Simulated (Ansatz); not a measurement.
Ru: band structure with PBE

The system is Ru.

```
Ru
1.0
     2.70580    0.00000    0.00000
    -1.35290    2.34329    0.00000
     0.00000    0.00000    4.28190
Ru
2
Direct
  0.66667 0.33333 0.75000
  0.33333 0.66667 0.25000
```

| Property | Result |
| --- | --- |
| Program | Ansatz 0.2.0 |
| Task | band structure |
| Functional | PBE |
| Potentials or basis | Ansatz NC |
| Cutoff | 1143 eV (not typed: the program's choice for these potentials) |
| k mesh | 11 × 11 × 6 |
| Occupations | fermi-dirac, width 0.05 eV |
| Spin | no spin polarisation |
| Path | [["G", "M", "K", "G", "A", "L", "H", "A"], ["L", "M"], ["K", "H"]] |
| Points for each segment of the path | 14 |

```
Pressure               : 4.5 GPa
Band gap on the k mesh : none (metal or under the smearing width)
```

Stress tensor (GPa, compression positive):
```
4.57 0.00 0.00
0.00 4.57 0.00
0.00 0.00 4.46
```

Levels at the corners of the path, in eV from the Fermi level:
| point | band 13 | band 14 | band 15 | band 16 | band 17 | band 18 | band 19 | band 20 |
| --- | --- | --- | --- | --- | --- | --- | --- | --- |
| Γ | -2.35 | -1.85 | -1.85 | -1.32 | -1.32 | 1.25 | 1.25 | 1.35 |
| M | -2.01 | -1.73 | -1.45 | 1.50 | 1.91 | 1.99 | 4.13 | 6.19 |
| K | -2.77 | -2.77 | -1.01 | 1.08 | 1.08 | 1.51 | 7.08 | 7.30 |
| Γ | -2.35 | -1.85 | -1.85 | -1.32 | -1.32 | 1.25 | 1.25 | 1.35 |
| A | -2.69 | -2.69 | -2.65 | -2.65 | 0.61 | 0.61 | 0.61 | 0.61 |
| L | -0.99 | -0.99 | 0.51 | 0.51 | 1.75 | 1.75 | 3.46 | 3.46 |
| H | -2.65 | -2.65 | -1.12 | -1.12 | 1.30 | 1.30 | 8.51 | 8.51 |
| A | -2.69 | -2.69 | -2.65 | -2.65 | 0.61 | 0.61 | 0.61 | 0.61 |
| L | -0.99 | -0.99 | 0.51 | 0.51 | 1.75 | 1.75 | 3.46 | 3.46 |
| M | -2.01 | -1.73 | -1.45 | 1.50 | 1.91 | 1.99 | 4.13 | 6.19 |
| K | -2.77 | -2.77 | -1.01 | 1.08 | 1.08 | 1.51 | 7.08 | 7.30 |
| H | -2.65 | -2.65 | -1.12 | -1.12 | 1.30 | 1.30 | 8.51 | 8.51 |

Run time: 8.6 s on 2 threads of Arm Neoverse V1 (shared host), peak memory 0.42 GiB.
